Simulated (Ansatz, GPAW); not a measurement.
This is a calculation of Ru (Ruthenium) for Ansatz 0.2.0. 

input.yaml

```yaml
crystal:
  lattice:
    - [2.7058, 0.0, 0.0]
    - [-1.3529, 2.3432915376, 0.0]
    - [0.0, 0.0, 4.2819]
  atoms:
    - { symbol: Ru, position: [0.6666666667, 0.3333333333, 0.75] }
    - { symbol: Ru, position: [0.3333333333, 0.6666666667, 0.25] }
hamiltonian:
  xc: pbe
  pseudopotentials: { kind: paw }
kpoints:
  mp_grid: { grid: [11, 11, 6] }
scf:
  occupations: { method: gaussian, width: 0.014 }
output:
  forces: true
  stress: true
  eigenvalues: true
```

Potentials or basis: Ansatz PAW.

Launch:

```sh
$ ansatz run input.yaml --threads 2 --pin off --max-ram 5632MiB --backend cpu --events-out ev --progress --plain --runs-dir out
```

Q: Translate it to GPAW 26.7.0 (ASE script). Potentials or basis there: GPAW PAW data sets (gpaw-data 1.2.1), cutoff 600 eV.

A: As run (cutoffs and basis follow the program's own potentials, and thresholds, step limits or extra output files can differ):

File run.py:

```python
from ase import Atoms
from ase.dft.bandgap import bandgap
from ase.io import write
from ase.units import Bohr, GPa
from gpaw import GPAW, PW
from gpaw.elf import elf_from_dft_calculation

atoms = Atoms(['Ru', 'Ru'],
              cell=[[2.7058, 0.0, 0.0],
                    [-1.3529, 2.3432915376, 0.0],
                    [0.0, 0.0, 4.2819]],
              scaled_positions=[[0.6666666667, 0.3333333333, 0.75],
                                [0.3333333333, 0.6666666667, 0.25]],
              pbc=True)

calc = GPAW(mode=PW(600),
            xc='PBE',
            kpts={'size': (11, 11, 6), 'gamma': True},
            occupations={'name': 'methfessel-paxton', 'order': 0, 'width': 0.014},
            nbands=29,
            convergence={'density': 1e-05, 'energy': 1e-05},
            maxiter=150,
            txt='gpaw.txt')
atoms.calc = calc
energy = atoms.get_potential_energy()
forces = atoms.get_forces()
stress = atoms.get_stress()
calc.write('gs.gpw')
write('result.traj', atoms)
print(f'Energy: {energy:.6f} eV')
print('Forces (eV/A):')
print(forces.round(4))
print('Stress (GPa):', (stress / GPa).round(3))
print('Fermi level:', round(calc.get_fermi_level(), 4), 'eV')
print(f'Gap: {bandgap(calc)[0]:.4f} eV, direct: {bandgap(calc, direct=True)[0]:.4f} eV')

# fields on the real-space grid
write('density.cube', atoms, data=calc.get_pseudo_density() * Bohr**3)
write('potential.cube', atoms, data=calc.get_electrostatic_potential())
write('elf.cube', atoms, data=elf_from_dft_calculation(calc).data)
```

Potentials or basis: GPAW PAW data sets (gpaw-data 1.2.1), pw.

The run is started by

```sh
$ OMP_NUM_THREADS=1 python run.py
```

Both were run:

|  | Ansatz | GPAW |
| --- | --- | --- |
| Pressure | 4.5 GPa | 3.6 GPa |

Ansatz's pressure holds a Pulay term of +0.07 GPa for its cutoff of 420 eV, which the other run lacks.

Where Ansatz's input types no cutoff or centring, it takes its own default and a Γ-centred mesh.

Pressure is positive in compression.
